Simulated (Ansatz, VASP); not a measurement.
# Si in VASP and in Ansatz

```
Si
1.0
     2.65587    0.00000    0.00000
    -1.32793    2.30005    0.00000
     0.00000    0.00000    4.50713
Si
2
Direct
  0.33333 0.66667 0.25000
  0.66667 0.33333 0.75000
```

Alike in both runs: functional LDA; k mesh 15 × 15 × 8; occupations fermi-dirac, width 0.05 eV; no spin polarisation.

Ansatz relaxed the structure, and its values are those at the end. VASP's run is a single point on that final structure, the one shown.

```csv
,VASP,Ansatz
version,VASP 6.6.1,Ansatz 0.2.0
potentials or method,"VASP PAW LDA potentials, release 64 (Si)","plane waves, PAW"
plane-wave cutoff (eV),520,420
valence electrons in the cell,8,8
```

|  | VASP | Ansatz | Ansatz less VASP |
| --- | --- | --- | --- |
| pressure (GPa) | 0.1 | 0.0 | -0.07 |
